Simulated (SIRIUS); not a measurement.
CoO:

```xyz
2
Lattice="0.0000 2.1315 2.1315 2.1315 0.0000 2.1315 2.1315 2.1315 0.0000" Properties=species:S:1:pos:R:3 pbc="T T T"
Co    0.0000    0.0000    0.0000
O     2.1315    2.1315    2.1315
```

Base run:

```yaml
Program: SIRIUS 7.12.0
Functional: PBE
Potentials_or_basis: PseudoDojo 0.4.1 PBE standard (scalar relativistic)
Cutoff: 1307 eV
Density_cutoff: 5227 eV
k_mesh: 8 × 8 × 8
Occupations: fermi-dirac, width 0.05 eV
Spin: collinear spin, ferromagnetic start
Starting_moments: "[2.0, 0.0] μB"
Hubbard_terms: Co d U = 6 eV
```

Its results: band gap on the k mesh none (metal or under the smearing width); pressure 2.9 GPa; net moment 2.61 μB per cell.

**Question.** The run is repeated on the same cell with these changes: hubbard terms from Co d U = 6 eV to none; hubbard projectors from orthogonalised atomic orbitals to none; start of the occupations from the program's own to none. What comes out?

**Answer.** Band gap on the k mesh none (metal or under the smearing width); pressure -2.1 GPa; net moment 2.98 μB per cell.

Caveats: a cell with one magnetic atom can't hold antiferromagnetic order, which such compounds often take; semilocal functionals often make such compounds metallic where correlation or magnetic order opens a gap, which also shifts bond lengths (some runs).
